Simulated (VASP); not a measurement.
# C (P6_3/mmc) in VASP: notebook

The runs below take C through relaxation of cell and atoms, vibrations by finite differences, with PBE+D3(BJ).

Everything below comes from runs of VASP 6.6.1. Logs are shortened: lines on timing, memory, paths and dates and some standing lists are left out, and cuts for length are marked.

## (1) The structure

The structure is hexagonal, space group P6_3/mmc (No. 194). Conventional cell: a = 2.456 Å, b = 2.456 Å, c = 6.696 Å, α = 90.00°, β = 90.00°, γ = 120.00°. C (site symmetry -6m2) is surrounded by 3 C at 1.42 Å. Around C (site symmetry -6m2) lie 3 C at 1.42 Å.

## (2) Relaxation of cell and atoms, PBE+D3(BJ)

The input, INCAR:

```
ALGO = Normal
EDIFF = 1E-7
EDIFFG = -0.002
ENCUT = 900
GGA = PE
IBRION = 2
ISIF = 3
ISMEAR = 0
IVDW = 12
KPAR = 4
LASPH = T
LCHARG = F
LREAL = F
LWAVE = F
NELM = 80
NSW = 80
PREC = Accurate
SIGMA = 0.02
```

The input, KPOINTS:

```
k-points
0
Gamma
  15 15 6
```

The input, POSCAR:

```
C
1.0
    2.4560000000      0.0000000000      0.0000000000
   -1.2280000000      2.1269583900      0.0000000000
    0.0000000000      0.0000000000      6.6960000000
C
4
Direct
    0.0000000000      0.0000000000      0.7500000000
    0.0000000000      0.0000000000      0.2500000000
    0.3333333300      0.6666666700      0.7500000000
    0.6666666700      0.3333333300      0.2500000000
```

Potentials or basis: VASP PAW PBE potentials, release 64 (C_h).

Command:

```bash
> cat potpaw_PBE.64/C_h/POTCAR > POTCAR
> mpirun -np 4 vasp_std > vasp.out
```

OUTCAR:

```text
EDIFF = 1E-7
   EDIFFG = -0.002
   ENCUT = 900
   GGA = PE
   IBRION = 2
   ISIF = 3
   ISMEAR = 0
   IVDW = 12
   LASPH = T
   LREAL = F
   NELM = 80
   NSW = 80
   PREC = Accurate
 IVDW          = 12

 ion  position               nearest neighbor table
   1  0.000  0.000  0.750-   3 1.42   3 1.42   3 1.42
   2  0.000  0.000  0.250-   4 1.42   4 1.42   4 1.42
   3  0.333  0.667  0.750-   1 1.42   1 1.42   1 1.42
   4  0.667  0.333  0.250-   2 1.42   2 1.42   2 1.42

  LATTYP: Found a hexagonal cell.
 ALAT       =     2.4560000000
 C/A-ratio  =     2.7263843648

  Lattice vectors:

 A1 = (   2.4560000000,   0.0000000000,   0.0000000000)
 A2 = (  -1.2280000000,   2.1269583900,   0.0000000000)
 A3 = (   0.0000000000,   0.0000000000,   6.6960000000)

Analysis of symmetry for initial positions (statically):
=====================================================================
 Subroutine PRICEL returns:
 Original cell was already a primitive cell.

 Routine SETGRP: Setting up the symmetry group for a
 hexagonal supercell.

 Subroutine GETGRP returns: Found 24 space group operations
 (whereof 12 operations were pure point group operations)
 out of a pool of 24 trial point group operations.

The static configuration has the point symmetry D_3d.
 The point group associated with its full space group is D_6h.

Analysis of symmetry for dynamics (positions and initial velocities):
=====================================================================
 Subroutine PRICEL returns:
 Original cell was already a primitive cell.

 Routine SETGRP: Setting up the symmetry group for a
 hexagonal supercell.

 Subroutine GETGRP returns: Found 24 space group operations
 (whereof 12 operations were pure point group operations)
 out of a pool of 24 trial point group operations.

The dynamic configuration has the point symmetry D_3d.
 The point group associated with its full space group is D_6h.

 Subroutine INISYM returns: Found 24 space group operations
 (whereof 12 operations are pure point group operations),
 and found     1 'primitive' translations

----------------------------------------------------------------------------------------

                                     Primitive cell

  volume of cell :      34.9786

  direct lattice vectors                    reciprocal lattice vectors
     2.456000000  0.000000000  0.000000000     0.407166124  0.235077471  0.000000000
    -1.228000000  2.126958390  0.000000000     0.000000000  0.470154943  0.000000000
     0.000000000  0.000000000  6.696000000     0.000000000  0.000000000  0.149342891

  length of vectors
     2.456000000  2.455999999  6.696000000     0.470154942  0.470154943  0.149342891

  position of ions in fractional coordinates (direct lattice)
     0.000000000  0.000000000  0.750000000
     0.000000000  0.000000000  0.250000000
     0.333333330  0.666666670  0.750000000
     0.666666670  0.333333330  0.250000000

  ion indices of the primitive-cell ions
   primitive index   ion index
                 1           1
                 2           2
                 3           3
                 4           4

----------------------------------------------------------------------------------------

 KPOINTS: k-points

Automatic generation of k-mesh.
 Grid dimensions read from file:
 generate k-points for:   15   15    6

 Generating k-lattice:

  Cartesian coordinates                     Fractional coordinates (reciprocal lattice)
     0.027144408  0.015671831  0.000000000     0.066666667  0.000000000  0.000000000
     0.000000000  0.031343663  0.000000000     0.000000000  0.066666667  0.000000000
     0.000000000  0.000000000  0.024890482     0.000000000  0.000000000  0.166666667

  Length of vectors
     0.031343663  0.031343663  0.024890482

  Shift w.r.t. Gamma in fractional coordinates (k-lattice)
     0.000000000  0.000000000  0.000000000

 Subroutine IBZKPT returns following result:
 ===========================================

 Found    108 irreducible k-points:

 Following reciprocal coordinates:
            Coordinates               Weight
  0.000000  0.000000  0.000000      1.000000
  0.066667  0.000000  0.000000      6.000000
  0.133333  0.000000  0.000000      6.000000
  0.200000 -0.000000  0.000000      6.000000
  0.266667  0.000000  0.000000      6.000000
  0.333333  0.000000  0.000000      6.000000
[... 16 lines left out ...]
  0.333333  0.200000  0.000000     12.000000
  0.400000  0.200000  0.000000      6.000000
 [... further k-points ...]
   k-points           NKPTS =    108   k-points in BZ     NKDIM =    108   number of bands    NBANDS=     12
   number of dos      NEDOS =    301   number of ions     NIONS =      4
   total plane-waves  NPLWV =  40320
   dimension x,y,z NGX =    24 NGY =   24 NGZ =   70
   dimension x,y,z NGXF=    48 NGYF=   48 NGZF=  140
   ions per type =               4
   NGX,Y,Z   is equivalent  to a cutoff of  16.25, 16.25, 17.38 a.u.
   NGXF,Y,Z  is equivalent  to a cutoff of  32.49, 32.49, 34.76 a.u.
 SYSTEM =  unknown system
   PREC   = accura    normal or accurate (medium, high low for compatibility)
   ISTART =      0    job   : 0-new  1-cont  2-samecut
   ICHARG =      2    charge: 1-file 2-atom 10-const
   ISPIN  =      1    spin polarized calculation?
   LNONCOLLINEAR =      F non collinear calculations
   LSORBIT =      F    spin-orbit coupling
   LASPH  =      T    aspherical Exc in radial PAW
   ENCUT  =  900.0 eV  66.15 Ry    8.13 a.u.   6.01  6.01 16.38*2*pi/ulx,y,z
   NELM   =     80;   NELMIN=  2; NELMDL= -5     # of ELM steps
   EDIFF  = 0.1E-06   stopping-criterion for ELM
   LREAL  =      F    real-space projection
   EDIFFG = -.2E-02   stopping-criterion for IOM
   NSW    =     80    number of steps for IOM
   IBRION =      2    ionic relax: 0-MD 1-quasi-New 2-CG
   NFREE  =      1    steps in history (QN), initial steepest desc. (CG)
   ISIF   =      3    stress and relaxation
   ISYM   =      2    0-nonsym 1-usesym 2-fastsym
   POTIM  = 0.5000    time-step for ionic-motion
   TEBEG  =    0.0;   TEEND  =   0.0 temperature during run
   PSTRESS=    0.0 pullay stress
   NELECT =      16.0000    total number of electrons
   NUPDOWN=      -1.0000    fix difference up-down
   EMIN   =  10.00;   EMAX   =-10.00  energy-range for DOS
   EFERMI =   0.00;   METHOD = LEGACY
   ISMEAR =     0;   SIGMA  =   0.02  broadening in eV -4-tet -1-fermi 0-gaus
   EFERMI_NEDOS =   21; number of points for ismear=-14 and -15
   IALGO  =     38    algorithm
   IMIX   =      4    mixing-type and parameters
     AMIX     =   0.40;   BMIX     =  1.00
     AMIX_MAG =   1.60;   BMIX_MAG =  1.00
  volume/ion in A,a.u.               =       8.74        59.01
  Fermi-wavevector in a.u.,A,eV,Ry     =   1.261384  2.383670 21.648079  1.591089
  Thomas-Fermi vector in A             =   2.394846
   LORBIT       =      0    0 simple, 1 ext, 2 COOP (PROOUT), +10 PAW based schemes
   GGA     = PE    functional components
   LHFCALC =     F    Hartree Fock is set to
   AEXX    =    0.0000 exact exchange contribution
   IVDW    =    12    specifies the selected vdW correction
   LEPSILON=     F    determine dielectric tensor
   LRPA    =     F    only Hartree local field effects (RPA)
 conjugate gradient relaxation of ions
 non-spin polarized calculation
 Gauss-broadening in eV      SIGMA  =   0.02
  energy-cutoff  :      900.00
  volume of cell :       34.98
 maximum number of plane-waves:      2184
   NGX = 13   NGY = 13   NGZ = 33

--------------------------------------- Ionic step        1  -------------------------------------------

 number of electron      16.0000001 magnetization

 Free energy of the ion-electron system (eV)
  ---------------------------------------------------
  ext. energy  EPLUGINS =         0.00000000
  ---------------------------------------------------
  free energy    TOTEN  =       -36.90636767 eV

  energy without entropy =      -36.90619031  energy(sigma->0) =      -36.90627899

------------------------ aborting loop because EDIFF is reached ----------------------------------------

 Edisp (eV)   -0.62732

 E8    (eV) :    -0.1778

  FORCE on cell =-STRESS in cart. coord.  units (eV):
  Direction    XX          YY          ZZ          XY          YZ          ZX
  --------------------------------------------------------------------------------------
  -------------------------------------------------------------------------------------
  Total       0.98024     0.98024    -0.03560     0.00000     0.00000     0.00000
  in kB      44.89945    44.89945    -1.63051     0.00000     0.00000     0.00000
  external pressure =       29.39 kB  Pullay stress =        0.00 kB
[... 103 lines left out ...]
  FREE ENERGIE OF THE ION-ELECTRON SYSTEM (eV)
  ---------------------------------------------------
  free  energy   TOTEN  =       -37.5369335429 eV

  energy  without entropy=      -37.5367572704  energy(sigma->0) =      -37.53684541

[... ionic steps 4 to 7 ...]

--------------------------------------- Ionic step        8  -------------------------------------------

 number of electron      16.0000001 magnetization

------------------------ aborting loop because EDIFF is reached ----------------------------------------

 Edisp (eV)   -0.62981

 E8    (eV) :    -0.1786
[... 73 lines left out ...]
  energy  without entropy=      -37.5367986091  energy(sigma->0) =      -37.53688481

--------------------------------------- Ionic step       10  -------------------------------------------

 number of electron      16.0000001 magnetization

 Free energy of the ion-electron system (eV)
  ---------------------------------------------------
  ext. energy  EPLUGINS =         0.00000000
  ---------------------------------------------------
  free energy    TOTEN  =       -36.90719183 eV

  energy without entropy =      -36.90701934  energy(sigma->0) =      -36.90710559

 E-fermi :   5.5184     XC(G=0): -10.4472

 val. band max:        5.5163495807   @ k =   0.3333   0.3333   0.5000
 cond. band min:       5.5277926958   @ k =   0.3333   0.3333   0.3333
 fundamental gap:      0.0114431152
 Fermi energy:         5.5183529545

 k-point     1 :       0.0000    0.0000    0.0000
  band No.  band energies     occupation
      1     -14.1457      2.00000
      2     -13.8321      2.00000
      3      -3.0229      2.00000
      4      -0.9970      2.00000
      5       2.4963      2.00000
      6       2.4963      2.00000
      7       2.5159      2.00000
      8       2.5159      2.00000
      9       9.8527      0.00000
     10      13.8580      0.00000
     11      13.8583      0.00000
     12      13.9128      0.00000
[... 331 lines left out ...]
 k-point    24 :       0.4000    0.2000    0.0000
  band No.  band energies     occupation
      1      -8.1925      2.00000
      2      -8.0820      2.00000
      3      -7.1736      2.00000
      4      -7.1034      2.00000
      5      -3.3574      2.00000
      6      -3.2490      2.00000
      7       3.6013      2.00000
      8       4.2869      2.00000
      9       6.8903      0.00000
     10       7.0204      0.00000
     11      16.0438      0.00000
     12      16.7267      0.00000

 [... further k-points ...]

------------------------ aborting loop because EDIFF is reached ----------------------------------------

 Edisp (eV)   -0.62980

 E8    (eV) :    -0.1786

  FORCE on cell =-STRESS in cart. coord.  units (eV):
  Direction    XX          YY          ZZ          XY          YZ          ZX
  --------------------------------------------------------------------------------------
  -------------------------------------------------------------------------------------
  Total       0.00076     0.00076     0.00109     0.00000     0.00000     0.00000
  in kB       0.03474     0.03474     0.04970     0.00000     0.00000     0.00000
  external pressure =        0.04 kB  Pullay stress =        0.00 kB
[... 19 lines left out ...]
  FREE ENERGIE OF THE ION-ELECTRON SYSTEM (eV)
  ---------------------------------------------------
  free  energy   TOTEN  =       -37.5369939025 eV

  energy  without entropy=      -37.5368214089  energy(sigma->0) =      -37.53690766

 reached required accuracy - stopping structural energy minimisation
```

Run time: 86 s. Hardware: 4 MPI ranks of Intel Xeon Platinum 8488C (Sapphire Rapids), shared host; peak memory 0.25 GiB.

Results:

```
Free energy                            : -37.5370 eV
Relaxed volume                         : 8.77 Å³/atom
Relaxed cell                           : a = 2.464 Å, b = 2.464 Å, c = 6.671 Å, α = 90.00°, β = 90.00°, γ = 120.00°
Space group after relaxing (to 0.05 Å) : P6_3/mmc (No. 194)
Energy gained by relaxing              : 0.8 meV/atom
Ionic steps                            : 10
Pressure after relaxing                : 0.0 GPa
Band gap on the k mesh                 : none (metal or under the smearing width)
Dispersion energy per atom             : -0.157 eV
```

The path:
```tsv
step	energy change (eV)	largest force (eV/Å)	pressure (GPa)	volume (Å³)
1	0.0000	0.0000	2.94	34.98
2	0.0173	0.0000	-7.24	35.80
3	-0.0032	0.0000	-0.08	35.21
4	-0.0032	0.0000	-0.02	35.20
5	-0.0033	0.0000	-0.01	35.19
6	-0.0033	0.0000	0.00	35.16
7	-0.0033	0.0000	0.02	35.10
8	-0.0033	0.0000	0.03	35.08
9	-0.0033	0.0000	-0.24	35.10
10	-0.0033	0.0000	0.00	35.08
```

Final structure:
```xyz
4
Lattice="2.4641 0.0000 0.0000 -1.2321 2.1340 0.0000 0.0000 0.0000 6.6708" Properties=species:S:1:pos:R:3 pbc="T T T"
C     0.0000    0.0000    5.0031
C     0.0000    0.0000    1.6677
C     0.0000    1.4227    5.0031
C     1.2321    0.7113    1.6677
```

Caveat: the cutoff is under 1.25 times the usual one of these potentials, so pressure, stress and relaxed cells hold a basis-set (Pulay) error.

## (3) Relaxation of cell and atoms, PBE+D3(BJ)

This run uses another cell than the first one, of 8.77 Å³/atom, 1.003 times its volume.

INCAR is that of step 2.

KPOINTS is that of step 2.

The input, POSCAR:

```
C                                       
1.0
    2.4641348848     -0.0000000000      0.0000000000
   -1.2320674424      2.1340034069      0.0000000000
   -0.0000000000      0.0000000000      6.6707666334
  C             
     4
Direct
     0.0000000000000000    0.0000000000000000    0.7500000000000000
     0.0000000000000000    0.0000000000000000    0.2500000000000000
     0.3333333300000021    0.6666666699999979    0.7500000000000000
     0.6666666699999979    0.3333333300000021    0.2500000000000000
```

Potentials or basis: VASP PAW PBE potentials, release 64 (C_h).

Command:

```bash
> cat potpaw_PBE.64/C_h/POTCAR > POTCAR
> mpirun -np 4 vasp_std > vasp.out
```

Wall time 14 s (4 MPI ranks of Intel Xeon Platinum 8488C (Sapphire Rapids), shared host); peak memory 0.22 GiB.

Results (log left out):

```
Free energy                : -37.5373 eV
Pressure after relaxing    : 0.0 GPa
Band gap on the k mesh     : none (metal or under the smearing width)
Dispersion energy per atom : -0.157 eV
```

Final structure:
```
CELL_PARAMETERS angstrom
2.46413 0.00000 0.00000
-1.23207 2.13400 0.00000
0.00000 0.00000 6.67077
ATOMIC_POSITIONS crystal
C 0.00000 0.00000 0.75000
C 0.00000 0.00000 0.25000
C 0.33333 0.66667 0.75000
C 0.66667 0.33333 0.25000
```

Levels at points of the mesh, in eV from the Fermi level:
```csv
k point,band 5,band 6,band 7,band 8,band 9,band 10,band 11,band 12
"(0.00, 0.00, 0.00)",-3.02,-3.02,-3.00,-3.00,4.33,8.34,8.35,8.39
"(0.00, 0.00, 0.50)",-3.01,-3.01,-3.01,-3.01,7.02,7.02,8.37,8.37
```

Caveat: the cutoff is under 1.25 times the usual one of these potentials, so pressure, stress and relaxed cells hold a basis-set (Pulay) error; the relaxation stopped at its first step, so nothing moved.

## (4) Vibrations by finite differences, PBE+D3(BJ)

This run uses another cell than the first one, of 8.77 Å³/atom, 1.003 times its volume.

The input, INCAR:

```
ALGO = Normal
EDIFF = 1E-8
ENCUT = 900
GGA = PE
IBRION = 6
ISIF = 2
ISMEAR = 0
IVDW = 12
KPAR = 4
LASPH = True
LCHARG = False
LREAL = False
LWAVE = False
NELM = 80
NFREE = 2
NSW = 1
POTIM = 0.015
PREC = Accurate
SIGMA = 0.02
```

KPOINTS is that of step 3.

POSCAR, as its differences from that of step 3:

```diff
@@ -2,5 +2,5 @@
 1.0
-    2.4641348848     -0.0000000000      0.0000000000
+    2.4641348848      0.0000000000      0.0000000000
    -1.2320674424      2.1340034069      0.0000000000
-   -0.0000000000      0.0000000000      6.6707666334
+    0.0000000000      0.0000000000      6.6707666334
   C
```

Command:

```bash
> cat potpaw_PBE.64/C_h/POTCAR > POTCAR
> mpirun -np 4 vasp_std > vasp.out
```

Run time: 3.2 min. Hardware: 4 MPI ranks of Intel Xeon Platinum 8488C (Sapphire Rapids), shared host; peak memory 0.66 GiB.

Results (log left out):

```
Highest phonon frequency at Γ : 1546 cm⁻¹
Most unstable mode            : 27i cm⁻¹
Dispersion energy per atom    : -0.157 eV
```

Phonon frequencies in cm⁻¹ (negative: imaginary):
```tsv
q point	frequencies
(0.000, 0.000, 0.000)	-27 -27 0 0 0 116 862 871 1543 1543 1546 1546
```

Caveat: the cutoff is under 1.25 times the usual one of these potentials, so pressure, stress and relaxed cells hold a basis-set (Pulay) error; some modes are imaginary.
